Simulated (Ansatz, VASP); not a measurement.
# Cross-check of GaP (GaP(110)) between VASP and Ansatz, part 3 of 3

Wanted: the spread between two codes on one cell, functional and k mesh. Of the first pair: The structure shown is the end of the VASP relaxation below. Valence electrons are named where the data sets of a main pair hold unlike numbers.

VASP 6.6.1 and Ansatz 0.2.0.

So far, gap on the k-mesh (eV): step 4 (comparison) 1.29.

## (7) VASP: band structure, PBE

Level of this step: PBE; plane waves and PAW (Ga, P) (VASP).

The same cell, functional, mesh and smearing now go to VASP, with its own data sets.

Contents of INCAR:

```
SYSTEM = GaP
PREC = Normal
ENCUT = 320
EDIFF = 1E-06
NELM = 120
ISMEAR = 0
SIGMA = 0.03
LREAL = Auto
ALGO = Fast
GGA = PE
NBANDS = 54
LORBIT = 11
LWAVE = .FALSE.
LCHARG = .TRUE.
KPAR = 2
IDIPOL = 3
LDIPOL = .TRUE.
DIPOL = 0.5 0.5 0.5
LVHAR = .TRUE.
LVACPOTAV = .TRUE.
NEDOS = 1500
```

Contents of POSCAR:

```
GaP
1.0
    3.9913247519      0.0000000000      0.0000000000
    0.0000000000      5.6445855959      0.0000000000
    0.0000000000      0.0000000000     31.5043827580
Ga P
9 9
Direct
    0.0000000000      0.0606496306      0.2681066892
    0.5000000000      0.4886422330      0.3130254775
    0.0000000000      0.9927149051      0.3773794733
    0.5000000000      0.4915386901      0.4382152752
    0.0000000000      0.9925449338      0.5000000000
    0.5000000000      0.4915386901      0.5617847248
    0.0000000000      0.9927149051      0.6226205267
    0.5000000000      0.4886422330      0.6869745225
    0.0000000000      0.0606496306      0.7318933108
    0.0000000000      0.7345068624      0.3155843283
    0.5000000000      0.2619127814      0.2483098001
    0.0000000000      0.7380643359      0.4385733311
    0.5000000000      0.2411055372      0.3763347478
    0.0000000000      0.7380643359      0.5614266689
    0.5000000000      0.2391851146      0.5000000000
    0.0000000000      0.7345068624      0.6844156717
    0.5000000000      0.2411055372      0.6236652522
    0.5000000000      0.2619127814      0.7516901999
```

Contents of KPOINTS:

```
Automatic mesh
0
Gamma
6 4 1
0 0 0
```

Contents of KPOINTS_OPT:

```
Line mode
14
Line-mode
Reciprocal
  0.00000000   0.00000000   0.00000000 GAMMA
  0.50000000   0.00000000   0.00000000 X

  0.50000000   0.00000000   0.00000000 X
  0.50000000   0.50000000   0.00000000 S

  0.50000000   0.50000000   0.00000000 S
  0.00000000   0.50000000   0.00000000 Y

  0.00000000   0.50000000   0.00000000 Y
  0.00000000   0.00000000   0.00000000 GAMMA

  0.00000000   0.00000000   0.00000000 GAMMA
  0.50000000   0.50000000   0.00000000 S
```

Potentials, in the order of the species: Ga and P (PBE family, release 64).

Launch:

```console
> mpirun -np 4 vasp_std
```

Numbers of over 12 decimals in the logs are rounded to 6 here.

The log of the run:

```text
[banner, memory and clock lines left out]
running    4 mpi-ranks, on    1 nodes
[...]
LDA part: xc-table for (Slater+PW92), standard interpolation
 POSCAR, INCAR and KPOINTS ok, starting setup
[...]
entering main loop
       N       E                     dE             d eps       ncg     rms          rms(c)
DAV:   1     0.291558820510E+03    0.29156E+03   -0.19055E+04  1304   0.694E+02
DAV:   2    -0.479465222387E+02   -0.33951E+03   -0.32756E+03  1764   0.155E+02
DAV:   3    -0.811665964878E+02   -0.33220E+02   -0.32780E+02  1568   0.498E+01
DAV:   4    -0.824996457838E+02   -0.13330E+01   -0.13284E+01  1824   0.114E+01
[...]
RMM:  24    -0.797357191479E+02   -0.38370E-05   -0.19488E-07   779   0.105E-03    0.479E-04
RMM:  25    -0.797357206873E+02   -0.15394E-05   -0.75369E-08   620   0.834E-04    0.638E-04
RMM:  26    -0.797357215820E+02   -0.89471E-06   -0.14570E-08   456   0.599E-04
|                                                                             |
[...]
|     workfunction values.                                                    |
|                                                                             |

   1 F= -.79735722E+02 E0= -.79735722E+02  d E =-.107395E-11
 Start KPOINTS_OPT (optional k-point list driver)
k-point batch [1-12\70]
       N       E                     dE             ncg
DAV:   1    -0.530334746132E+03   -0.75522E+04     1296
DAV:   2    -0.443569921439E+04   -0.39054E+04     1708
DAV:   3    -0.483974026463E+04   -0.40404E+03     1584
DAV:   4    -0.485584950095E+04   -0.16109E+02     1824
[...]
DAV:   8    -0.485626468353E+04   -0.48435E-04     1768
DAV:   9    -0.485626468552E+04   -0.19853E-05     1344
DAV:  10    -0.485626468564E+04   -0.12721E-06     1104
[...]
k-point batch [61-70\70]
       N       E                     dE             ncg
DAV:   1    -0.348625647010E+03   -0.12661E+05     1080
DAV:   2    -0.359701542276E+04   -0.32484E+04     1470
DAV:   3    -0.390131536554E+04   -0.30430E+03     1312
DAV:   4    -0.391234299050E+04   -0.11028E+02     1496
[...]
DAV:   8    -0.391271240540E+04   -0.41354E-04     1472
DAV:   9    -0.391271240694E+04   -0.15376E-05     1152
DAV:  10    -0.391271240706E+04   -0.11785E-06     1016
```

From OUTCAR (step 7):

```text
  Total      -10.6142456     -6.4226015     -0.3600291      0.0000000      0.0000000      0.0000000
  in kB      -23.9596026    -14.4977784     -0.8126958      0.0000000      0.0000000      0.0000000
  external PRESSURE =     -13.0900256 kB  Pullay stress =       0.0000000 kB

 POSITION                                       TOTAL-FORCE (eV/Angst)
 -----------------------------------------------------------------------------------
      0.00000      0.34234      8.44654         0.000000     -0.008914     -0.000299
      1.99566      2.75818      9.86167         0.000000      0.015118      0.015368
      0.00000      5.60346     11.88911        -0.000000     -0.004726      0.016771
      1.99566      2.77453     13.80570         0.000000     -0.004981     -0.008460
      0.00000      5.60250     15.75219         0.000000      0.005565     -0.000000
      1.99566      2.77453     17.69868         0.000000     -0.004981      0.008460
      0.00000      5.60346     19.61528        -0.000000     -0.004726     -0.016771
      1.99566      2.75818     21.64271         0.000000      0.015118     -0.015368
      0.00000      0.34234     23.05785         0.000000     -0.008914      0.000299
      0.00000      4.14599      9.94229         0.000000      0.010061     -0.002292
      1.99566      1.47839      7.82285         0.000000     -0.005049      0.003965
      0.00000      4.16607     13.81698         0.000000      0.002963     -0.002210
      1.99566      1.36094     11.85619        -0.000000     -0.016107      0.005162
      0.00000      4.16607     17.68740         0.000000      0.002963      0.002210
[...]
-----------------------------------------------------------------------------------
    total drift:                               -0.000000     -0.055896     -0.000002

  FREE ENERGIE OF THE ION-ELECTRON SYSTEM (eV)
  ---------------------------------------------------
  free  energy   TOTEN  =       -79.7357215820 eV

  energy  without entropy=      -79.7357215820  energy(sigma->0) =      -79.73572158

[... 2 parts as in an earlier step ...]

[... 1 further part left out ...]
[key lines of the parts left out:]
E-fermi :  -0.8724
```

## (8) Comparison

What differs besides the data sets and the points named for the pairs above, as far as they apply: the data sets hold 162 valence electrons in Ansatz (on its default PAW (the set named soft_2) files) and 72 in VASP. Total energies have different zeros and are not compared.

Compared:

```tsv
quantity	Ansatz	VASP	difference
gap over the path points (eV)	1.286	1.301	-0.015
```

Levels at points of the path, from each program's valence-band top (eV; 4 filled, then empty):

```tsv
k (reciprocal lattice)	Ansatz	VASP
0.000 0.000 0.000	-0.09 -0.09 -0.06 0.00 1.45 1.75 1.80	-0.09 -0.08 -0.05 0.00 1.50 1.77 1.82
0.077 0.000 0.000	-0.43 -0.36 -0.14 -0.06 1.84 2.10 2.16	-0.42 -0.35 -0.14 -0.06 1.88 2.12 2.19
0.154 0.000 0.000	-0.74 -0.64 -0.38 -0.12 2.23 2.46 2.59	-0.74 -0.63 -0.38 -0.12 2.26 2.49 2.62
0.269 0.000 0.000	-1.26 -0.93 -0.61 -0.28 1.92 2.12 2.33	-1.25 -0.92 -0.61 -0.27 1.95 2.15 2.36
0.346 0.000 0.000	-1.42 -1.02 -0.68 -0.40 1.62 1.75 2.08	-1.41 -1.01 -0.67 -0.39 1.64 1.77 2.11
0.423 0.000 0.000	-1.46 -1.07 -0.70 -0.49 1.42 1.42 2.05	-1.45 -1.06 -0.69 -0.48 1.43 1.44 2.08
0.500 0.000 0.000	-1.41 -1.10 -0.70 -0.53 1.29 1.34 1.96	-1.40 -1.09 -0.68 -0.51 1.30 1.36 1.98
0.500 0.077 0.000	-1.38 -1.10 -0.69 -0.52 1.34 1.36 2.06	-1.37 -1.09 -0.67 -0.51 1.36 1.38 2.09
0.500 0.192 0.000	-1.26 -1.11 -0.65 -0.49 1.50 1.60 2.30	-1.24 -1.10 -0.63 -0.48 1.52 1.62 2.33
0.500 0.269 0.000	-1.15 -1.12 -0.61 -0.46 1.67 1.78 2.54	-1.14 -1.11 -0.60 -0.45 1.69 1.81 2.57
```

At this near-relaxed geometry the largest component of a force difference is 106 meV/Å. Among the levels compared at these points, filled levels agree within 16 meV and empty ones within 45 meV. With vacuum in the cell, a pressure given here is an average over mostly empty space and none of the material.

## (9) What the set-up changes

Further runs change the set-up of one program: Ansatz's method, potentials or start, or VASP's data sets, cutoff or form of LDA. The table gives Ansatz less VASP for each quantity, since a change that brings one quantity closer may part another.

```tsv
run	r.m.s. force difference (meV/Å)	gap over the path points (eV)
as above	25	-0.015
norm-conserving potentials (cutoff 1088 eV)	23	-0.015
```

## (10) Summary of results

| Item | Value |
| --- | --- |
| r.m.s. force difference (single point, PBE) | 25 meV/Å |
| r.m.s. force difference (band structure, PBE) | 25 meV/Å |

What this shows: The r.m.s. force difference is 25 meV/Å (band structure, PBE), beyond the 12 meV/Å picked in this series as the mark of a large difference. The data sets hold unlike numbers of valence electrons (162 in Ansatz and 72 in VASP), so part of the differences comes from the potentials. For single point, PBE, no further run moves any of the tabulated differences by more than a quarter of its size. For band structure, PBE, no further run moves any of the tabulated differences by more than a quarter of its size. 2 further runs of this series are not shown here. How closely two codes agree says nothing of how well the functional describes the real material.

[Lines on the potential files, build, host, timing and source positions are cut from VASP's logs without a mark.]

[Logs are printed without paths, hosts, clocks, repeated set-up lines and the standing remarks that a program may print on its own settings, such as how far it seeks lower states.]

[Hosts, paths, dates, database ids (printed as entryN), source tags and the programs' standing remarks are cut or masked in the printed files.]
